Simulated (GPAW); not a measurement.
# GaN (F-43m) in GPAW: single point with PBE

Aim: the single point of GaN with PBE.

Everything below comes from runs of GPAW 26.7.0. Logs are shortened: lines on timing, memory, paths and dates and some standing lists are left out, and cuts for length are marked. The log counts tension as positive stress, the text compression.

**What was measured.**

From a printed reference work, textbook, for a bulk crystal of GaN at 0 K: band gap 3.299 eV (direct).

The results are compared with them further down.

## 1. Starting point

It takes space group F-43m (No. 216, cubic). The conventional cell has a = 4.507 Å, b = 4.507 Å, c = 4.507 Å, α = 90.00°, β = 90.00°, γ = 90.00°. Ga (site symmetry -43m) has 4 N at 1.95 Å as nearest neighbours. N (site symmetry -43m) is surrounded by 4 Ga at 1.95 Å.

The cell is a database's computed one.

## 2. Single point, PBE

run.py

```python
from ase.dft.bandgap import bandgap
from ase.io import write
from ase.spacegroup import crystal
from ase.units import GPa
from gpaw import GPAW, PW

# Ga 4a
# N 4d
atoms = crystal(['Ga', 'N'],
                basis=[[0.0, 0.0, 0.0],
                       [0.25, 0.25, 0.75]],
                spacegroup=216, setting=1,  # F-43m
                cellpar=[4.50700122, 4.50700122, 4.50700122, 90.0, 90.0, 90.0],
                primitive_cell=True)

calc = GPAW(mode=PW(650),
            xc='PBE',
            kpts={'size': (8, 8, 8), 'gamma': True},
            occupations={'name': 'fermi-dirac', 'width': 0.05},
            nbands=11,
            convergence={'density': 1e-05, 'energy': 1e-05},
            maxiter=80,
            txt='gpaw.txt')
atoms.calc = calc
energy = atoms.get_potential_energy()
forces = atoms.get_forces()
stress = atoms.get_stress()
calc.write('gs.gpw')
write('result.traj', atoms)
print(f'Energy: {energy:.6f} eV')
print('Forces (eV/A):')
print(forces.round(4))
print('Stress (GPa):', (stress / GPa).round(3))
print('Fermi level:', round(calc.get_fermi_level(), 4), 'eV')
print(f'Gap: {bandgap(calc)[0]:.4f} eV, direct: {bandgap(calc, direct=True)[0]:.4f} eV')
```

Potentials or basis: GPAW PAW data sets (gpaw-data 1.2.1), pw.

Command:

```sh
$ OMP_NUM_THREADS=1 python run.py
```

gpaw.txt:

```text
__  _  _
 | _ |_)|_||  |
 |__||  | ||/\| - 26.7.0

Input parameters:
  mode=PW(ecut=650.0),
  convergence={'density': 1e-05, 'energy': 1e-05},
  kpts=MonkhorstPack(size=(8, 8, 8), gamma=True),
  maxiter=80,
  nbands=11,
  occupations=Occupations(name='fermi-dirac', width=0.05),
  xc=XC(name='PBE')

Diagonalizing LCAO Hamiltonian
Converting LCAO to pw mode

                  N

       Ga

Atoms  # Å, Bohr magnetons
|   | symbol |        x |        y |        z |    initial magnetic moments |
|---|--------|----------|----------|----------|-----------------------------|
| 0 |     Ga | 0.000000 | 0.000000 | 0.000000 | ( 0.0000,  0.0000,  0.0000) |
| 1 |      N | 3.380251 | 3.380251 | 3.380251 | ( 0.0000,  0.0000,  0.0000) |

Unit cell  # Å
| periodic |        x |        y |        z |  lengths |    angles |
|----------|----------|----------|----------|----------|-----------|
|      yes | 0.000000 | 2.253501 | 2.253501 | 3.186931 | 60.000000 |
|      yes | 2.253501 | 0.000000 | 2.253501 | 3.186931 | 60.000000 |
|      yes | 2.253501 | 2.253501 | 0.000000 | 3.186931 | 60.000000 |

Number of symmetries: 24
Symmetry operations  # r_c * U_cc + t_c -> r_c
|    | kind |            matrix            |
|----|------|------------------------------|
|  0 |  E   |  1, 0, 0,  0, 1, 0,  0, 0, 1 |
|  1 |  σ   |  1, 0, 0,  0, 0, 1,  0, 1, 0 |
|  2 |  σ   |  1, 0,-1,  0, 1,-1,  0, 0,-1 |
|  3 |  C3  |  1, 0,-1,  0, 0,-1,  0, 1,-1 |
|  4 |  C3  |  1,-1, 0,  0,-1, 1,  0,-1, 0 |
|  5 |  σ   |  1,-1, 0,  0,-1, 0,  0,-1, 1 |
|  6 |  σ   |  0, 1, 0,  1, 0, 0,  0, 0, 1 |
|  7 |  C3  |  0, 1, 0,  0, 0, 1,  1, 0, 0 |
|  8 |  C2  |  0, 1,-1,  1, 0,-1,  0, 0,-1 |
|  9 |  S4  |  0, 1,-1,  0, 0,-1,  1, 0,-1 |
| 10 |  C3  |  0, 0, 1,  1, 0, 0,  0, 1, 0 |
| 11 |  σ   |  0, 0, 1,  0, 1, 0,  1, 0, 0 |
| 12 |  S4  |  0, 0,-1,  1, 0,-1,  0, 1,-1 |
| 13 |  C3  |  0, 0,-1,  0, 1,-1,  1, 0,-1 |
| 14 |  S4  |  0,-1, 1,  1,-1, 0,  0,-1, 0 |
| 15 |  C2  |  0,-1, 1,  0,-1, 0,  1,-1, 0 |
| 16 |  C3  |  0,-1, 0,  1,-1, 0,  0,-1, 1 |
| 17 |  S4  |  0,-1, 0,  0,-1, 1,  1,-1, 0 |
| 18 |  S4  | -1, 1, 0, -1, 0, 1, -1, 0, 0 |
| 19 |  C3  | -1, 1, 0, -1, 0, 0, -1, 0, 1 |
| 20 |  C3  | -1, 0, 1, -1, 1, 0, -1, 0, 0 |
| 21 |  S4  | -1, 0, 1, -1, 0, 0, -1, 1, 0 |
| 22 |  σ   | -1, 0, 0, -1, 1, 0, -1, 0, 1 |
| 23 |  C2  | -1, 0, 0, -1, 0, 1, -1, 1, 0 |

BZ-sampling:
  Number of BZ points: 512
  Number of IBZ points: 29

  Monkhorst-Pack size: [8, 8, 8]
  Monkhorst-Pack shift: [0.0625, 0.0625, 0.0625]

K-points  # in reciprocal-cell coordinates
|     |                                coordinates |     weight |
|-----|--------------------------------------------|------------|
|   0 | (  0.00000000,   0.00000000,   0.00000000) | 0.00195312 |
|   1 | (  0.12500000,   0.12500000,   0.00000000) | 0.01171875 |
|   2 | (  0.12500000,   0.12500000,   0.12500000) | 0.01562500 |
|   3 | (  0.25000000,   0.12500000,   0.12500000) | 0.02343750 |
|   4 | (  0.25000000,   0.25000000,   0.00000000) | 0.01171875 |
|   5 | (  0.25000000,   0.25000000,   0.12500000) | 0.04687500 |
|   6 | (  0.25000000,   0.25000000,   0.25000000) | 0.01562500 |
|   7 | (  0.37500000,   0.25000000,  -0.37500000) | 0.04687500 |
|   8 | (  0.37500000,   0.25000000,   0.12500000) | 0.04687500 |
|   9 | (  0.37500000,   0.25000000,   0.25000000) | 0.04687500 |
| ... |                                            |            |
|  28 | (  0.50000000,   0.50000000,   0.50000000) | 0.00781250 |

Plane wave coefficients: 881
Cutoff: 650.0 eV

Spin-components: 1 (collinear spins)
Bands:           11
Projectors:      10
Spin-degeneracy: 2
Datatype:        complex128

Density:
  Valence electrons: 8.0
  Components: 1
  Grid points: [20 20 20]
  Charge: 0.0  # |e|

Potential:
  Grid points: [20 20 20]

species:
  Ga:
    name:    Gallium
    Z:       31.0
    valence: 3
    core:    28
    charge:  0.0  # [|e|]
    compensation charges:
      type: gauss
      rc: 0.37  # [Å]
      lmax: 2
    cutoffs:
      filter: 2.06  # [Å]
      core: 4.17  # [Å]
    projectors
    | kind |    occ | energy [eV] | rcut [Å] |
    |------|--------|-------------|----------|
    |   4s |  2.000 |      -8.945 |    1.164 |
    |   4p |  1.000 |      -2.580 |    1.164 |
    |    s |        |      18.266 |    1.164 |
    |    p |        |      24.631 |    1.164 |
    |    d |        |       0.000 |    1.164 |

    Using partial waves for Ga as LCAO basis

  N:
    name:    Nitrogen
    Z:       7.0
    valence: 5
    core:    2
    charge:  0.0  # [|e|]
    compensation charges:
      type: gauss
      rc: 0.18  # [Å]
      lmax: 2
    cutoffs:
      filter: 1.11  # [Å]
      core: 0.96  # [Å]
    projectors
    | kind |    occ | energy [eV] | rcut [Å] |
    |------|--------|-------------|----------|
    |   2s |  2.000 |     -18.583 |    0.603 |
    |   2p |  3.000 |      -7.089 |    0.529 |
    |    s |        |       8.629 |    0.603 |
    |    p |        |      20.123 |    0.529 |
    |    d |        |       0.000 |    0.577 |

    Using partial waves for N as LCAO basis

Reference energy: -54366.393033  # eV

eigensolver:
  PPCG
  Converge bands: occupied
  niter=2

density mixing:
  MSR1-Mixer
  Pratt-step length: 0.05
  Maximum mixing coefficient: 0.75
  Old densities: 10
  SVD Regularization: 0.005
  Good broyden scale: 1.0
  Trust region scale: 1.0
  Backstep threshold: 4.0
  History deletion threshold: 6.0
  Fourier metric: weight=20.0, sigma=0.015

occupation numbers:
  Fermi-Dirac:
    width: 0.0500  # eV

poisson solver:
  ecut: 5200.0  # eV

xc functional:
  name: PBE with 2 nearest neighbor stencil

convergence criteria:
- Maximum integral of absolute [dens]ity change: 1e-05 electrons / valence electron
- Maximum [total energy] change in last 3 cyles: 1e-05 eV / valence electron
- Maximum integral of absolute [eigenst]ate change: 4e-08 eV^2 / valence electron
maximum number of iterations: 80

SCF iterations
|iter     | |      energy | eigst |  dens |
|---------|-|-------------|-------|-------|
|iter:   1| |  -13.793357 | -0.30 |       |
|iter:   2| |  -13.307946 | -2.05 | -0.57 |
|iter:   3| |  -12.003231 | -0.70 | -0.62 |
|iter:   4| |  -12.001977 | -3.23 | -1.30 |
|iter:   5| |  -12.002868 | -3.51 | -1.57 |
|iter:   6| |  -12.002892 | -5.56 | -2.85 |
|iter:   7| |  -12.002904c| -6.24 | -3.17 |
|iter:   8| |  -12.002904c| -8.36c| -4.37 |
|iter:   9| |  -12.002904c| -8.04c| -4.86 |
|iter:  10| |  -12.002904c| -9.45c| -5.94c|

Converged in 10 steps
Energy contributions relative to reference atoms: (reference = -54366.393033)

Energy contributions:
  Kinetic:          33.513235
  Coulomb:         -29.317287
  Zero:              0.083644
  External:          0.000000
  Xc:              -16.282496
  Entropy:          -0.000000
  Spinorbit:         0.000000
  ----------------------------
  Free energy:     -12.002904
  Extrapolated:    -12.002904

dipole moment: (-10.171549, -10.171549, -10.171549)  # |e|*Ang

Fermi level: 7.297
Eigenvalues  # (at kpt = [0.000, 0.000, 0.000])
| band index |      eig [eV] | occ [0-2] |
|------------|---------------|-----------|
|          0 |        -9.471 |     2.000 |
|          1 |         6.395 |     2.000 |
|          2 |         6.395 |     2.000 |
|          3 |         6.395 |     2.000 |
|          4 |         8.221 |     0.000 |
|          5 |        16.800 |     0.000 |
|          6 |        16.800 |     0.000 |
|          7 |        16.800 |     0.000 |
|          8 |        24.090 |     0.000 |
|          9 |        24.818 |     0.000 |
|         10 |        24.831 |     0.000 |

Gap: 1.826 eV
Transition (v -> c):
  (s=0, k=0, n=3, [0.00, 0.00, 0.00]) -> (s=0, k=0, n=4, [0.00, 0.00, 0.00])
No difference between direct/indirect transitions

Forces  # eV/Ang
|        x |       y |        z |
|----------|---------|----------|
| -0.00000 | 0.00000 | -0.00000 |  # Ga   0
|  0.00000 | 0.00000 |  0.00000 |  # N    1

Stress tensor  # eV/Ang^3
|         x |         y |         z |
|-----------|-----------|-----------|
| -0.059633 |  0.000000 |  0.000000 |
|  0.000000 | -0.059633 | -0.000000 |
|  0.000000 | -0.000000 | -0.059633 |

# Writing to gs.gpw (mode='')
```

Run time: 4.8 s. Hardware: 1 thread of Arm Neoverse V2, shared host; peak memory 0.13 GiB.

Results:

```
Free energy            : -12.0029 eV
Pressure               : 9.6 GPa
Band gap on the k mesh : 1.83 eV, direct
```

Levels at points of the mesh, in eV from the valence-band top:
```tsv
k point	band 1	band 2	band 3	band 4	band 5	band 6	band 7
(0.00, 0.00, 0.00)	-15.87	0.00	0.00	0.00	1.83	10.40	10.40
(0.50, 0.50, 0.00)	-12.86	-6.17	-2.65	-2.65	3.39	6.76	11.79
(0.50, 0.50, 0.50)	-13.59	-6.98	-0.95	-0.95	4.74	8.83	10.42
```

Caveat: the cutoff is short for stress and forces, so pressures can be off by a GPa or more.

## 3. Against experiment

Step 2. Against the measured gap of GaN, 3.299 eV (direct; 0 K; a printed reference work, textbook), the calculated 1.83 eV is off by -1.47 eV. Spin-orbit coupling on Ga is left out. The value is that of PBE, without temperature or zero-point motion. Semilocal functionals fall short of measured gaps as a rule. The cell is a database's relaxed one, not the measured one, which moves gaps too.
